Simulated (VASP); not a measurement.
# A VASP 6.6.1 single-point calculation on SrO

INCAR

```
PREC = Accurate
ISYM = 1
LASPH = .TRUE.
EDIFF = 1E-7
SIGMA = 0.02
LWAVE = .FALSE.
AMIX = 0.2
ISIF = 2
ENCUT = 520
ISMEAR = -1
NSW = 0
NELM = 79
LREAL = Auto
GGA = PE
NBANDS = 15
LCHARG = .FALSE.
IBRION = -1
```

KPOINTS

```
KPOINTS created by Atomic Simulation Environment
0
Gamma
8 8 8
0 0 0
```

POSCAR

```
Sr O
 1.0000000000000000
     0.0859964109000000    2.6658887381000000    2.6658887381000000
     2.6658887381000000    0.0859964109000000    2.6658887381000000
     2.6658887381000000    2.6658887381000000    0.0859964109000000
 Sr  O
   1   1
Cartesian
  0.0000000000000000  0.0000000000000000  0.0000000000000000
  2.7088869435500000  2.7088869435500000  2.7088869435500000
```

The recommended PBE PAW datasets give the neutral cell 16 valence electrons.

Command

```
mpirun -np 1 vasp_std
```

Predict the outcome of this run.

It converged. Results: gap between bands v and c on the k mesh 3.23 eV; least direct gap on the k mesh 3.35 eV; pressure -1.9 GPa. Band v is the last that the valence electrons fill when counted band by band, and c is the next.

OSZICAR

```
N       E                     dE             d eps       ncg     rms          rms(c)
DAV:   1     0.674757647077E+02    0.67476E+02   -0.83765E+03  1958   0.103E+03
DAV:   2    -0.109551775457E+02   -0.78431E+02   -0.71340E+02  2728   0.215E+02
DAV:   3    -0.141640415627E+02   -0.32089E+01   -0.31906E+01  2597   0.395E+01
DAV:   4    -0.142300999892E+02   -0.66058E-01   -0.66050E-01  2435   0.527E+00
DAV:   5    -0.142314566305E+02   -0.13566E-02   -0.13566E-02  2499   0.579E-01    0.148E+01
DAV:   6    -0.124158877415E+02    0.18156E+01   -0.16871E+00  2027   0.956E+00    0.143E+01
DAV:   7    -0.120558463377E+02    0.36004E+00   -0.73240E-01  2293   0.693E+00    0.136E+01
DAV:   8    -0.121720108692E+02   -0.11616E+00   -0.56840E-01  1999   0.630E+00    0.418E+00
DAV:   9    -0.120275324782E+02    0.14448E+00   -0.30718E-01  2118   0.451E+00    0.390E-01
DAV:  10    -0.120298642494E+02   -0.23318E-02   -0.12705E-02  2363   0.845E-01    0.363E-01
DAV:  11    -0.120310978060E+02   -0.12336E-02   -0.10741E-03  2034   0.322E-01    0.946E-02
DAV:  12    -0.120310151484E+02    0.82658E-04   -0.16472E-04  2552   0.123E-01    0.727E-02
DAV:  13    -0.120310288416E+02   -0.13693E-04   -0.22345E-05  2111   0.332E-02    0.248E-02
DAV:  14    -0.120310371183E+02   -0.82767E-05   -0.14050E-05  2041   0.296E-02    0.163E-02
DAV:  15    -0.120310370808E+02    0.37473E-07   -0.66767E-07  2481   0.665E-03
   1 F= -.12031037E+02 E0= -.12031037E+02  d E =-.473367E-12
```

For comparison, a separate PBE run of the intended cell, on usual settings and not on those above, gives a gap of 3.23 eV on its mesh and a pressure of -1.9 GPa.
